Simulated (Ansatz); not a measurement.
A plane-wave DFT run in Ansatz 0.2.0 (scalar-relativistic PAW potentials unless the input names others): input and command.

```yaml
crystal:
  lattice:
    - [0.0, 2.2400395891, 2.2400395891]
    - [2.2400395891, 0.0, 2.2400395891]
    - [2.2400395891, 2.2400395891, 0.0]
  atoms:
    - { symbol: B, position: [0.0, 0.0, 0.0] }
    - { symbol: P, position: [0.75, 0.75, 0.75] }
basis:
  ecutwfc: "120 eV"
kpoints:
  mp_grid: { grid: [10, 10, 10] }
hamiltonian:
  xc: pbe
scf:
  occupations: { method: gaussian, width: 0.05 }
  max_iter: 75
output:
  forces: true
  eigenvalues: true
  stress: true
```

```bash
ansatz run input.yaml --threads 2 --pin off --max-ram 5120MiB --backend cpu --events-out ev --progress --plain --runs-dir out
```

Abridged log:
```
Basis set: ecut = 120 eV, 65 PW (Γ), exchange–correlation on 24×24×24 points (8 copies of the dense FFT grid, shifted against one another)
Bands: 8, of which v1, the nominal top of the filled ones, is band 4 counted from 1 (3 counted from 0)
Symmetry: 24 space group operations
k-points: 47 of 1000 (time reversal used)
SCF iter   1: F=—  HF=-906.837823 eV  |F-HF|=—  |Δ(HF+E_count)|=         —  Δρ=4.90e-2  dr2=3.58e-1  ethr=1.77e-3  ⟨swp⟩=5.6  Hψ=2652  notcnv=0
SCF iter   2: F=—  HF=-906.731672 eV  |F-HF|=—  |Δ(HF+E_count)|=   1.06e-1  Δρ=2.19e-2  dr2=4.22e-2  ethr=1.77e-3  ⟨swp⟩=2.9  Hψ=1096  notcnv=0
SCF iter   3: F=—  HF=-906.729687 eV  |F-HF|=—  |Δ(HF+E_count)|=   1.99e-3  Δρ=6.62e-3  dr2=3.06e-3  ethr=5.28e-4  ⟨swp⟩=2.6  Hψ=627  notcnv=0
SCF iter   4: F=—  HF=-906.730261 eV  |F-HF|=—  |Δ(HF+E_count)|=   5.75e-4  Δρ=8.45e-4  dr2=7.93e-5  ethr=3.82e-5  ⟨swp⟩=2.0  Hψ=558  notcnv=0
SCF iter   5: F=—  HF=-906.728771 eV  |F-HF|=—  |Δ(HF+E_count)|=   1.49e-3  Δρ=4.44e-5  dr2=2.96e-7  ethr=9.91e-7  ⟨swp⟩=1.0  Hψ=381  notcnv=0
SCF iter   6: F=-906.728771 eV  HF=-906.728771 eV  |F-HF|=1.42e-9  |Δ(HF+E_count)|=   2.27e-7  Δρ=7.39e-6  dr2=6.48e-9  ethr=1.25e-9  ⟨swp⟩=5.0  Hψ=1867  notcnv=0
SCF 1 converged in 6 iterations: F = -906.728771 eV  dr2 = 6.48e-9
SCF converged after 6 iterations
Free energy (F): -906.728771 eV
Harris-Foulkes:  -906.728771 eV  (|F-HF|=1.42e-9)
Internal energy: -906.728771 eV  (E = F + TS)
E sigma→0 (E₀):  -906.728771 eV
Fermi energy:    10.932966 eV
--- Forces (eV/Å), atoms counted from 1 ---
  atom   1  B      0.00000000     0.00000000     0.00000000
  atom   2  P      0.00000000     0.00000000     0.00000000
--- Stress (GPa, compression-positive) ---
       24.127784       0.000000       0.000000
        0.000000      24.127784       0.000000
        0.000000       0.000000      24.127784
  P = ⅓ Tr σ = 24.1278 GPa (241.278 kbar)
```

Task: What should be changed?

Result: The fault is a cutoff far too low (basis.ecutwfc: 420 → "120 eV", the first being the value of the sound run). Setting it back cures it. The log, from which this was withheld above, says: «Warning: basis.ecutwfc = 120 eV is below the records' recommended 420 eV, and the density's cutoff is lower with it unless basis.ecutrho_ratio is high enough to keep the records' density cutoff: compare with a run at a higher cutoff» The run converged all the same, with an energy at zero smearing 2.8 eV/atom above the reference's, pressure 24.13 GPa, largest force 0.000 eV/Å, gap on the mesh 0.93 eV, so convergence alone doesn't show that an input is right. A reference run from the same start on usual settings converged with pressure 8.02 GPa, largest force 0.000 eV/Å, gap on the mesh 1.19 eV.

It took 0.69 s on 2 threads of Arm Neoverse V1 (shared host), peak memory 0.23 GiB.